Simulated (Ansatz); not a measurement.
**What a trial cell of GaSe3 relaxes into**

Method: DFT PBE, scalar-relativistic, plane waves, PAW (Ansatz). Cutoff 420 eV, Γ-centred k mesh, Gaussian smearing, no spin polarisation in the final step.

GaSe3 was placed on the ReO3 structure type (Pm-3m, No. 221), with Ga in place of Re, Se in place of O, at a guessed volume.

```yaml
crystal:
  lattice:
    - [4.94887, 0.00000, 0.00000]
    - [0.00000, 4.94887, 0.00000]
    - [0.00000, 0.00000, 4.94887]
  atoms:
    - { symbol: Ga, position: [0.00000, 0.00000, 0.00000] }
    - { symbol: Se, position: [0.50000, 0.00000, 0.00000] }
    - { symbol: Se, position: [0.00000, 0.50000, 0.00000] }
    - { symbol: Se, position: [0.00000, 0.00000, 0.50000] }
```

Cell and atoms relax at zero pressure; the relaxation can't lower the symmetry of the start.

The zero of energy is the elements' standard structures at the same level; no fitted shifts are applied.

**Question.** Describe the relaxed structure.

**Answer.** It keeps Pm-3m (No. 221). The result has the ReO3 structure. Conventional cell: a = 5.042 Å. Ga has 6 Se at 2.52 Å; Se is coordinated by 2 Ga at 2.52 Å.

```cif
data_structure
_symmetry_space_group_name_H-M 'Pm-3m'
_symmetry_Int_Tables_number 221
_cell_length_a 5.0420
_cell_length_b 5.0420
_cell_length_c 5.0420
_cell_angle_alpha 90.000
_cell_angle_beta 90.000
_cell_angle_gamma 90.000
_cell_volume 128.17
loop_
_atom_site_label
_atom_site_type_symbol
_atom_site_symmetry_multiplicity
_atom_site_Wyckoff_symbol
_atom_site_fract_x
_atom_site_fract_y
_atom_site_fract_z
_atom_site_occupancy
Ga1 Ga 1 a 0.00000 0.00000 0.00000 1
Se1 Se 3 d 0.50000 0.00000 0.00000 1
```

**Question.** What are its volume, energy, density and gap?

**Answer.** The volume per atom is 32.04 Å³. The density is 3.97 g/cm³, the energy over the elements is 0.46 eV/atom and the gap on the 10×10×10 mesh is 0 eV (a metal).

The final run used a 10×10×10 mesh on its 4-atom cell and 0.10 eV smearing. The k mesh leaves about 4 meV/atom of noise in metals. A structure relaxed within its symmetry needn't be a true minimum. The steps took about 2.1 core-minutes in all.